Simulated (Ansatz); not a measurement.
**Te: from a trial structure to a relaxed crystal**

Computed with DFT PBEsol, scalar-relativistic, plane waves, PAW (Ansatz). Cutoff 420 eV, Γ-centred k mesh, Gaussian smearing, no spin polarisation in the final step.

Te was placed on the samarium (9R) structure type (R-3m, No. 166), at a guessed volume.

```xyz
3
Lattice="1.9079 1.1015 9.2208 -1.9079 1.1015 9.2208 0.0000 -2.2031 9.2208" Properties=species:S:1:pos:R:3 pbc="T T T"
Te    0.0000    0.0000    0.0000
Te    0.0000    0.0000    6.1471
Te    0.0000    0.0000   21.5152
```

Cell and atoms relax at zero pressure; the relaxation can't lower the symmetry of the start. After a coarse first stage the cell is made exact in the group found at 0.06 Å.

Energies count from the standard state of Te at the same level.

Question: Describe the relaxed structure.

Answer: It keeps R-3m (No. 166), but not the shape of the type it started on. Conventional cell: a = 4.166 Å, c = 19.396 Å. Te on Wyckoff site a (1 atom of the primitive cell) is coordinated by 6 Te at 3.03 Å; around Te on Wyckoff site c (2 atoms of the primitive cell) lie 3 Te at 3.03 Å.

```cif
data_structure
_symmetry_space_group_name_H-M 'R-3m:H'
_symmetry_Int_Tables_number 166
_cell_length_a 4.1663
_cell_length_b 4.1663
_cell_length_c 19.3965
_cell_angle_alpha 90.000
_cell_angle_beta 90.000
_cell_angle_gamma 120.000
_cell_volume 291.58
loop_
_atom_site_label
_atom_site_type_symbol
_atom_site_symmetry_multiplicity
_atom_site_Wyckoff_symbol
_atom_site_fract_x
_atom_site_fract_y
_atom_site_fract_z
_atom_site_occupancy
Te1 Te 3 a 0.00000 0.00000 0.00000 1
Te2 Te 6 c 0.33333 0.66667 0.90488 1
```

Question: What are its volume, energy, density and gap?

Answer: The volume per atom is 32.40 Å³ and the density is 6.54 g/cm³. The energy over the standard structure is 0.075 eV/atom. The gap on the 15×15×15 mesh is 0.17 eV.

The final run used a 15×15×15 mesh on its 3-atom cell and 0.10 eV smearing. Spin–orbit coupling is left out. A structure relaxed within its symmetry needn't be a true minimum.